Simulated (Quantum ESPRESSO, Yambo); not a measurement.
# Quasiparticle gap of SiC (P6_3mc) in Yambo, part 3 of 3

How does a plane-wave GW calculation on SiC (P6_3mc) run from the first input to the gap?

Quantum ESPRESSO 7.5 and Yambo 5.3.0; PBE and many-body steps on it, plane waves. Known limits of the many-body steps: not at the basis limit; coarse k mesh.

So far. Step 3 (Bands along the symmetry lines): The gap is 2.022 eV, −0.004 eV from the run before at this level. Step 4 (Empty states on the mesh, 6×6×1 mesh, 206 bands): On this mesh the gap is 2.027 eV.

### 5. Conversion and set-up

This step: Yambo 5.3.0; conversion and set-up on PBE, plane waves, norm-conserving pseudopotentials.

The states are converted to the many-body program's format and the q mesh is built.

Command:

```sh
(cd o/x.save; p2y > p2y.log; mv SAVE ../..); yambo > setup.log
```

Output:

```text
 Yambo, version 5.3.0

 [02] CORE Variables Setup
 =========================

  [02.01] Unit cells
  ==================

  Cell kind             :  HCP
  Atoms in the cell     :  Si  C
  number of Si atoms    :   6
  number of C  atoms    :   6

  List of atomic masses
  Mass of Si    :  28.08500
  Mass of C     :  12.01100

  List of atomic coordinates    : [cc]
  Si1       : -0.29070E-09   3.3567       23.766      order 1
  Si2       :  2.906986  1.678349  9.500509  order 2
  Si3       :   2.90699   1.67835  19.01609  order 3
  Si4       : -0.29070E-09   3.3567       4.7505      order 4
  Si5       :   0.00000   0.00000  14.25790  order 5
  Si6       :   0.00000   0.00000  28.52352  order 6
  C1       :   0.00000   0.00000  24.94676  order 7
  C2       :   0.00000   0.00000  10.68114  order 8
  C3       : -0.29070E-09   3.3567       20.200      order 9
  C4       :  2.906986  1.678349  5.934407  order 10
  C5       :   2.90699   1.67835  15.45029  order 11
  C6       : -0.29070E-09   3.3567       1.1847      order 12

  Alat factors          :   5.81397   5.03505  28.53124 [a.u.]
  Direct lattice volume :  835.2127 [a.u.]
  Direct lattice vectors:  A[ 1 ]  A[ 2 ]  A[ 3 ]
   A[ 1 ]:  1.000000 -0.000000  0.000000  [iru]
   5.813971 -0.000000  0.000000  [cc]
   A[ 2 ]: -0.500000  1.000000  0.000000  [iru]
  -2.906986  5.035047  0.000000  [cc]
   A[ 3 ]:  0.000000  0.000000  1.000000  [iru]
    0.00000   0.00000  28.53124  [cc]

  Recip. lattice volume :  0.296990 [a.u.]
  Recip. lattice vectors:  B[ 1 ]  B[ 2 ]  B[ 3 ]
   B[ 1 ]:  1.000000  0.500000  0.000000  [iku]
   1.080705  0.623945 -0.000000  [cc]
   B[ 2 ]:  0.000000  1.000000  0.000000  [iku]
   0.000000  1.247890 -0.000000  [cc]
   B[ 3 ]:  0.000000  0.000000  1.000000  [iku]
  -0.000000 -0.000000  0.220221  [cc]

  [02.02] Symmetries
  ==================

  Inversion symmetry    : yes
  Spatial inversion     : no
  Inversion index       :   7
  K-space Time-reversal : yes
  Magnetic symmetries   : no
  Time-reversal derived K-space symmetries:   7  12
  Group table correct   : yes
  Symmetries units      :  [cc]

   [S  1]:   1.0000       0.0000       0.0000     -0.25216E-16   1.0000       0.0000       0.0000       0.0000       1.0000
   [S  2]: -0.500000  0.866025  0.000000 -0.866025 -0.500000  0.000000  0.000000  0.000000  1.000000
   [S  3]: -0.500000 -0.866025  0.000000  0.866025 -0.500000  0.000000  0.000000  0.000000  1.000000
   [S  4]:  -1.0000       0.0000       0.0000      0.25216E-16   1.0000       0.0000       0.0000       0.0000       1.0000
   [S  5]:  0.500000  0.866025  0.000000  0.866025 -0.500000  0.000000  0.000000  0.000000  1.000000
   [S  6]:  0.500000 -0.866025  0.000000 -0.866025 -0.500000  0.000000  0.000000  0.000000  1.000000
   [S* 7]:  -1.0000      -0.0000      -0.0000      0.25216E-16  -1.0000      -0.0000      -0.0000      -0.0000      -1.0000
[...]
K/Q-points units:
  rlu = crystal or reduced units; cc = cartesian coordinates; iku = interal k-units

  K [1]          [rlu]:  0.000000  0.000000  0.000000
         WF components:   8941
  K [2]          [rlu]:  0.000000  0.166667  0.000000
         WF components:   8928
  K [3]          [rlu]:  0.000000  0.333333  0.000000
         WF components:   8976
  K [4]          [rlu]:  0.000000 -0.500000  0.000000
         WF components:   9006
  K [5]          [rlu]:  0.166667  0.166667  0.000000
         WF components:   8956
  K [6]          [rlu]:  0.166667  0.333333  0.000000
         WF components:   9015
  K [7]          [rlu]:  0.333333  0.333333  0.000000
         WF components:   9054

  [02.05] Energies & Occupations
  ==============================

  [X] === General ===
  [X] Electronic Temperature                        :  0.000000  0.000000 [eV K]
  [X] Bosonic    Temperature                        :  0.000000  0.000000 [eV K]
  [X] Finite Temperature mode                       : no
  [X] El. density                                   :  0.38783E+24 [cm-3]
  [X] Fermi Level                                   :  9.584179 [eV]

  [X] === Gaps and Widths ===
  [X] Conduction Band Min                           :  2.026692 [eV]
  [X] Valence Band Max                              :  0.000000 [eV]
  [X] Filled Bands                                  :  24
  [X] Empty Bands                                   :   25  206
  [X] Direct Gap                                    :  3.130175 [eV]
  [X] Direct Gap localized at k                     :   4
  [X] Indirect Gap                                  :  2.026692 [eV]
  [X] Indirect Gap between kpts                     :   1   4
  [X] Last valence band width                       :  2.077149 [eV]
  [X] 1st conduction band width                     :  3.176042 [eV]

  E @ K [1]:  [eV]
  -15.48854 -14.96659 -14.92983 -13.43308 -13.40334 -11.91154  -8.61317  -6.26121
[...]
occ @ K [1]
[...]
E @ K [2]:  [eV]
[...]
occ @ K [2]
[...]
E @ K [3]:  [eV]
[...]
occ @ K [3]
[...]
E @ K [4]:  [eV]
[...]
occ @ K [4]
[...]
E @ K [5]:  [eV]
[...]
occ @ K [5]
[...]
E @ K [6]:  [eV]
[...]
occ @ K [6]
[...]
E @ K [7]:  [eV]
[...]
occ @ K [7]
[...]
0.000000  0.000000  0.000000  0.000000  0.000000  0.000000  0.000000  0.000000
   0.000000  0.000000  0.000000  0.000000  0.000000  0.000000  0.000000  0.000000

 [03] Transferred momenta grid and indexing
 ==========================================

 IBZ Q-points                                      :   7
 BZ  Q-points                                      :   36

 K/Q-points units:
 rlu = crystal or reduced units; cc = cartesian coordinates; iku = interal k-units

 Q [1]          [rlu]:  0.000000  0.000000  0.000000
 Q [2]          [rlu]: -0.48527E-17  0.16667       0.0000
 Q [3]          [rlu]: -0.97055E-17  0.33333       0.0000
 Q [4]          [rlu]:  0.14558E-16 -0.50000       0.0000
 Q [5]          [rlu]:  0.166667  0.166667  0.000000
 Q [6]          [rlu]:  0.166667  0.333333  0.000000
 Q [7]          [rlu]:  0.333333  0.333333  0.000000

  [03.01] X indexes
  =================

   [03.01.01] Sigma indexes
   ========================

 [06] Game Over & Game summary
```

Wall time 2.2 s (1 MPI rank of Arm Neoverse V2, shared host); peak memory 0.24 GiB.

### 6. Screening and self-energy, 6×6×1 mesh, 206 bands, screening to 122.5 eV

Now the one-shot GW correction: screening in the RPA, then the self-energy of the levels asked for.

This step: G0W0 on PBE, plane waves, norm-conserving pseudopotentials.

Contents of gw1.in:

```
HF_and_locXC
gw0
dyson
ppa
em1d
rim_cut
RandQpts= 1000000
RandGvec= 1 RL
EXXRLvcs= 74 Ry
VXCRLvcs= 296 Ry
Chimod= "HARTREE"
% BndsRnXp
 1 | 206 |
%
NGsBlkXp= 9 Ry
% LongDrXp
 1 | 1 | 1 |
%
% GbndRnge
 1 | 206 |
%
DysSolver= "n"
ExtendOut
PPAPntXp= 27.21138 eV
% QPkrange
 1 | 7 | 10 | 28 |
%
```

Command:

```sh
OMP_NUM_THREADS=1 mpirun -n 4 yambo -F gw1.in -J gw1 -C gw1 > gw1.log
```

Output:

```text
 Yambo, version 5.3.0

 [02] CORE Variables Setup
 =========================

  [... cell, symmetries and grids as in the set-up ...]

  [02.05] Energies & Occupations
  ==============================

  [X] === General ===
  [X] Electronic Temperature                        :  0.000000  0.000000 [eV K]
  [X] Bosonic    Temperature                        :  0.000000  0.000000 [eV K]
  [X] Finite Temperature mode                       : no
  [X] El. density                                   :  0.38783E+24 [cm-3]
  [X] Fermi Level                                   :  9.584179 [eV]

  [X] === Gaps and Widths ===
  [X] Conduction Band Min                           :  2.026692 [eV]
  [X] Valence Band Max                              :  0.000000 [eV]
  [X] Filled Bands                                  :  24
  [X] Empty Bands                                   :   25  206
  [X] Direct Gap                                    :  3.130175 [eV]
  [X] Direct Gap localized at k                     :   4
  [X] Indirect Gap                                  :  2.026692 [eV]
  [X] Indirect Gap between kpts                     :   1   4
  [X] Last valence band width                       :  2.077149 [eV]
  [X] 1st conduction band width                     :  3.176042 [eV]

 [03] Transferred momenta grid and indexing
 ==========================================

 IBZ Q-points                                      :   7
 BZ  Q-points                                      :   36

 K/Q-points units:
 rlu = crystal or reduced units; cc = cartesian coordinates; iku = interal k-units

 Q [1]          [rlu]:  0.000000  0.000000  0.000000
 Q [2]          [rlu]: -0.48527E-17  0.16667       0.0000
 Q [3]          [rlu]: -0.97055E-17  0.33333       0.0000
 Q [4]          [rlu]:  0.14558E-16 -0.50000       0.0000
 Q [5]          [rlu]:  0.166667  0.166667  0.000000
 Q [6]          [rlu]:  0.166667  0.333333  0.000000
 Q [7]          [rlu]:  0.333333  0.333333  0.000000

 [04] Coloumb potential Random Integration (RIM)
 ===============================================

  [04.01] RIM initialization
  ==========================

  * Diagonal components only detected *

  8 x (sBL volume)        :  0.065998 [a.u.]
  sBZ random points       :  1000000
  Points outside the sBZ  :   7993074
  RL volume               :  0.296990 [a.u.]
  Integrated volume       :  0.297248 [a.u.]

  [04.02] RIM integrals
  =====================

  Gamma point sphere radius             :  0.073304 [a.u.]
  Points outside the sphere             :   799493
  [Int_sBZ(q=0) 1/q^2]*(Vol_sBZ)^(-1/3) =:  7.699798
                                 should be <:  7.795600

  Summary of Coulomb integrals for non-metallic bands |Q|[au] RIM/Bare

  Q [1] 0.100000E-4 0.987711 * Q [2] 0.207982 1.035310
  Q [5] 0.360235 1.014559 * Q [3] 0.415963 1.011306
  Q [6] 0.550268 1.006880 * Q [4] 0.623945 1.006041
  Q [7] 0.720470 1.004345

 [05] Dipoles
 ============

  [05.01] Setup: observables and procedures
  =========================================

  [WARNING] [x,Vnl] slows the Dipoles computation. To neglect it rename the ns.kb_pp file

 [06] Dynamic Dielectric Matrix (PPA)
 ====================================

 [WR./gw1//ndb.pp]---------------------------------------------------------------
  Brillouin Zone Q/K grids (IBZ/BZ)                :    7   36    7   36
  RL vectors                                       :  11311 [WF]
  Coulomb cutoff potential                         : none
  Electronic Temperature                           :  0.000000 [K]
  Bosonic    Temperature                           :  0.000000 [K]
  PPA    diel. fun.  energies                      : Perdew, Burke & Ernzerhof(X)+Perdew, Burke & Ernzerhof(C)
  wavefunctions                                    : Perdew, Burke & Ernzerhof(X)+Perdew, Burke & Ernzerhof(C)
  Global Gauge                                     : length
  X matrix size                                    :   393
  X band range                                     :    1  206
  X e/h energy range                               : -1.000000 -1.000000 [eV]
  X Time ordering                                  : R
  X Hxc Kernel                                     : HARTREE
  X Drude frequency                                :  0.000000  0.000000
  X poles                                          :  100.0000 [o/o]
  RL vectors in the sum                            :  11311
  [r,Vnl] included                                 : yes
  Field direction                                  :  0.577350E-5  0.577350E-5  0.577350E-5
  BZ energy Double Grid                            : no
  BZ energy DbGd points                            : 0
  BZ Q point size factor                           : -1.000000
  X Optical Averaged directions                    : none

 [07] Local Exchange-Correlation + Non-Local Fock
 ================================================

 [VXC] Plane waves :   71833
 [EXS] Plane waves :   8953

 QP @ state[ 1 ] K range:   1   7
 QP @ state[ 1 ] b range:  10  28

 [xc] Functional : Perdew, Burke & Ernzerhof(X)+Perdew, Burke & Ernzerhof(C)
 [xc] LIBXC used to calculate xc functional
  PP Number of Atomic Species                      :  2
  NLCC RL compoments                               :   71833
  PP Number of Atomic Species                      :  2
  NLCC RL compoments                               :   71833

 [xc] E_xc :  -18.29600 [Ha]
      E_xc :  -36.59200 [Ry]

  Local XC kind (lXC) : Perdew, Burke & Ernzerhof(X)+Perdew, Burke & Ernzerhof(C)
  Non-Local XC kind (nlXC) : Hartree-Fock

  Corrections @ K [1] :  [eV]
 <10|nlXC|10> = -17.25279  0.23494E-17 <10|lXC|10> = -13.96717  0.000000
 <11|nlXC|11> = -17.20002 -0.47535E-17 <11|lXC|11> = -13.94152 -0.18882E-15
 <12|nlXC|12> = -17.34440 -0.14807E-17 <12|lXC|12> = -14.49202 -0.94408E-16
 <13|nlXC|13> = -17.34439  0.61624E-17 <13|lXC|13> = -14.49202  0.94408E-16
 <14|nlXC|14> = -17.30794 -0.15618E-17 <14|lXC|14> = -14.54005 -0.18882E-15
 <15|nlXC|15> = -17.30795 -0.63105E-17 <15|lXC|15> = -14.54005  0.18882E-15
 <16|nlXC|16> = -17.32379  0.21379E-17 <16|lXC|16> = -14.59162  0.37763E-15
 <17|nlXC|17> = -17.32378 -0.24144E-17 <17|lXC|17> = -14.59162  0.000000
 <18|nlXC|18> = -17.29396 -0.16142E-16 <18|lXC|18> = -14.76283  0.000000
 <19|nlXC|19> = -17.29396 -0.45196E-17 <19|lXC|19> = -14.76283 -0.94408E-16
[...]
Corrections @ K [2] :  [eV]
[...]
Corrections @ K [3] :  [eV]
[...]
Corrections @ K [4] :  [eV]
[...]
Corrections @ K [5] :  [eV]
[...]
Corrections @ K [6] :  [eV]
[...]
Corrections @ K [7] :  [eV]
[...]
<24|nlXC|24> = -17.14219  0.21811E-17 <24|lXC|24> = -13.99086 -0.35403E-16
 <25|nlXC|25> = -6.125214 -0.13079E-17 <25|lXC|25> = -10.74496  0.94408E-16
 <26|nlXC|26> = -6.125208 -0.87271E-19 <26|lXC|26> = -10.74495 -0.14161E-15
 <27|nlXC|27> = -6.190600  0.48237E-18 <27|lXC|27> = -10.93119  0.000000
 <28|nlXC|28> = -6.741423  0.82801E-18 <28|lXC|28> = -11.86920  0.000000

  [07.01] Hartree-Fock occupations report
  =======================================

  [Hartree-Fock] === General ===
  [Hartree-Fock] Electronic Temperature             :  0.000000  0.000000 [eV K]
  [Hartree-Fock] Bosonic    Temperature             :  0.000000  0.000000 [eV K]
  [Hartree-Fock] Finite Temperature mode            : no
  [Hartree-Fock] El. density                        :  0.38783E+24 [cm-3]
  [Hartree-Fock] Fermi Level                        :  9.584179 [eV]

  [Hartree-Fock] === Gaps and Widths ===
  [Hartree-Fock] Conduction Band Min                :  6.192536 [eV]
  [Hartree-Fock] Valence Band Max                   : -2.372936 [eV]
  [Hartree-Fock] Filled Bands                       :  24
  [Hartree-Fock] Empty Bands                        :   25  206
  [Hartree-Fock] Direct Gap                         :  10.13494 [eV]
  [Hartree-Fock] Direct Gap localized at k          :   4
  [Hartree-Fock] Indirect Gap                       :  8.565471 [eV]
  [Hartree-Fock] Indirect Gap between kpts          :   1   4
  [Hartree-Fock] Last valence band width            :  2.855536 [eV]
  [Hartree-Fock] 1st conduction band width          :  4.221743 [eV]

 [08] Dyson equation: Newton solver
 ==================================

  [08.01] G0W0 (W PPA)
  ====================

  [  GW  ] Bands range     :    1  206
  [GW/PPA] G damping       :  0.100000 [eV]

  QP @ state[ 1 ] K range:   1   7
  QP @ state[ 1 ] b range:  10  28

   Sc/G bands                                       :    1  206
   Sc/G damping                                     :  0.100000 ev
   Sc bands terminator                              : no
   Sx RL components                                 :   8953

   QP @ state[ 1 ] K range                          :   1   7
   QP @ state[ 1 ] b range                          :  10  28
   GF energies kind                                 : Perdew, Burke & Ernzerhof(X)+Perdew, Burke & Ernzerhof(C)
   GF WF`s kind                                     : Perdew, Burke & Ernzerhof(X)+Perdew, Burke & Ernzerhof(C)
   Xs energies kind                                 : Perdew, Burke & Ernzerhof(X)+Perdew, Burke & Ernzerhof(C)
   Xs WF`s kind                                     : Perdew, Burke & Ernzerhof(X)+Perdew, Burke & Ernzerhof(C)

 [11] Game Over & Game summary
```

It took 24 min on 4 MPI ranks; peak memory 2.6 GiB.

This step gave:

```yaml
g0w0_gap_on_the_mesh: 2.617 eV
starting_gap_on_the_mesh: 2.027 eV
k_of_the_valence_top: 0, 0, 0
k_of_the_conduction_bottom: 0, -0.5, 0
least_direct_g0w0_gap_on_the_computed_points: 3.884 eV
z_at_the_valence_top: 0.8014
z_at_the_conduction_bottom: 0.8238
```

The gap on the mesh goes from 2.03 eV to 2.62 eV, a correction of +0.59 eV.

Limits: finite bands, cutoff and mesh; coarse k mesh. v1 is the top filled band, c1 the lowest empty one. The levels before and after the correction (eV, zero at the valence-band top of each column):

|  | conduction bottom | valence top |
| --- | --- | --- |
| Kohn-Sham | 2.03 | 0.00 |
| G0W0 | 2.62 | 0.00 |

|  | level | energy (eV) |
| --- | --- | --- |
| Kohn-Sham | Γ v3 | -0.037 |
| Kohn-Sham | Γ v2-v1 | 0.000 |
| Kohn-Sham | Γ c1 | 5.203 |
| Kohn-Sham | Γ c2 | 5.373 |
| Kohn-Sham | Γ c3 | 5.784 |
| Kohn-Sham | (0 -0.5 0) v3 | -1.788 |
| Kohn-Sham | (0 -0.5 0) v2 | -1.667 |
| Kohn-Sham | (0 -0.5 0) v1 | -1.103 |
| Kohn-Sham | (0 -0.5 0) c1 | 2.027 |
| Kohn-Sham | (0 -0.5 0) c2 | 2.219 |
| Kohn-Sham | (0 -0.5 0) c3 | 3.224 |
| G0W0 | Γ v3 | -0.038 |
| G0W0 | Γ v2-v1 | 0.000 |
| G0W0 | Γ c1 | 6.014 |
| G0W0 | Γ c2 | 6.176 |
| G0W0 | Γ c3 | 6.591 |
| G0W0 | (0 -0.5 0) v3 | -2.044 |
| G0W0 | (0 -0.5 0) v2 | -1.885 |
| G0W0 | (0 -0.5 0) v1 | -1.267 |
| G0W0 | (0 -0.5 0) c1 | 2.617 |
| G0W0 | (0 -0.5 0) c2 | 2.807 |
| G0W0 | (0 -0.5 0) c3 | 3.858 |

### 7. Where the time went

Times are wall times on the hardware named with each run, good to a factor of about two.

| step | time | share | memory (GiB) |
| --- | --- | --- | --- |
| ground state | 28 s | 2 % | 0.53 |
| bands along the symmetry lines | 33 s | 2 % | 0.41 |
| empty states on the mesh | 33 s | 2 % | 0.92 |
| conversion and set-up | 2.2 s | 0 % | 0.24 |
| screening and self-energy | 24 min | 94 % | 2.6 |

### 8. Summary of results

```yaml
pbe_gap: 2.02 eV, indirect
g0w0_gap_on_the_mesh: 2.62 eV
gw_settings: 6×6×1 mesh, 206 bands, screening to 122.5 eV, Godby-Needs plasmon pole
known_limits: not at the basis limit; coarse k mesh
```

G0W0 moves the gap on the mesh from 2.03 eV to 2.62 eV (+0.59 eV), with Z of 0.80 and 0.82 at the edges. The dearest step here is «screening and self-energy». Against experiment, by G0W0@PBE: the gap of 2.61 eV lies −0.42 eV from the measured 3.03 eV (indirect, quoted 2018); the gap of 2.61 eV lies −0.39 eV from the measured 3 eV (optical, 2017); the gap of 2.61 eV lies −0.41 eV from the measured 3.02 eV (kind not stated, quoted 2020). An exciton line or allowed optical edge lies below the quasiparticle gap by the binding energy; a forbidden edge can push the onset above it. The calculation has static nuclei and no excitons; a measured gap holds zero-point and thermal motion, which mostly lowers it. Bands and cutoff are finite, so the gap is not at the basis limit. The miss can reach some tenths of an eV and take either sign; the mesh is an error of its own. The 6×6×1 mesh is coarse for this cell, which bears on the long-range parts of exchange and screening.

[Paths, hosts, dates, memory and timing lines, banners, echoed tables and standing remarks are left out of the program output.]

[Logs are printed without paths, hosts, clocks, repeated set-up lines and the standing remarks that a program may print on its own settings, such as how far it seeks lower states.]

[Runs of the session that timed out or met a known fault of the program may be left out.]

[Hosts, paths, dates, database ids (printed as entryN), source tags and the programs' standing remarks are cut or masked in the printed files.]
